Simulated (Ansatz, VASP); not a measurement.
**Two plane-wave programs on W**

The input INCAR:

```
SYSTEM = W
  PREC = Accurate
  ENCUT = 600
  EDIFF = 1E-6
  ISMEAR = 0
  SIGMA = 0.1
  LREAL = .False.
  LASPH = .True.
  NELM = 80
  ALGO = Fast
  ISIF = 3
  LWAVE = .False.
  LCHARG = .False.
  GGA = PS
  IBRION = 2
  NSW = 100
  EDIFFG = -0.005
```

KPOINTS

```
Automatic mesh
0
Gamma
  18 18 18
  0 0 0
```

Contents of POSCAR:

```
W
1.0
    0.0000000000      2.0002216366      2.0002216366
    2.0002216366      0.0000000000      2.0002216366
    2.0002216366      2.0002216366      0.0000000000
W
1
Direct
    0.0000000000      0.0000000000      0.0000000000
```

Input for Ansatz:

```yaml
crystal:
  lattice:
    - [0.0, 2.0002216365, 2.0002216365]
    - [2.0002216365, 0.0, 2.0002216365]
    - [2.0002216365, 2.0002216365, 0.0]
  atoms:
    - { symbol: W, position: [0.0, 0.0, 0.0] }
basis:
  ecutwfc: 420
kpoints:
  mp_grid: { grid: [18, 18, 18] }
hamiltonian:
  xc: pbesol
  pseudopotentials: { kind: paw, azcp: { folder: soft_1 } }
scf:
  occupations: { method: gaussian, width: 0.1 }
output:
  forces: true
  stress: true
  eigenvalues: true
relax:
  adjacent_minimum: "off"
  f_tol: 0.005
  max_steps: 80
  cell: { stress_tol: 0.05 }
```

This isn't the form of W at room conditions, which is bcc.

Alike in both runs: task relaxation of cell and atoms; functional PBEsol; k mesh 18 × 18 × 18; occupations gaussian, width 0.1 eV; no spin polarisation.

|  | VASP | Ansatz |
| --- | --- | --- |
| version | VASP 6.6.1 | Ansatz 0.2.0 |
| potentials or method | VASP PAW PBE potentials, release 64 (W_sv) | scalar-relativistic, plane waves, PAW |
| plane-wave cutoff (eV) | 600 | 420 |
| valence electrons in the cell | 14 | 14 |

Ansatz gave:

| Quantity | Value |
| --- | --- |
| gap on the k mesh at the Fermi level, each at its own relaxed structure (eV) | none |
| relaxed volume (Å³/atom) | 15.98 |
| relaxed cell length with the largest relative difference (Å) | 2.827 |

**Question.** What did VASP give for the same quantities?

**Answer.** gap on the k mesh at the Fermi level, each at its own relaxed structure (eV): none; relaxed volume (Å³/atom): 16.02; relaxed cell length with the largest relative difference (Å): 2.829.

A gap of «none» marks a metal or a gap that the smearing closes. Ansatz warned: «pseudo_functional_mismatch».

Caveats: the PAW data sets were made with another functional, which shifts forces and pressure a little (VASP). Spin-orbit coupling is left out, which matters for the levels of W.
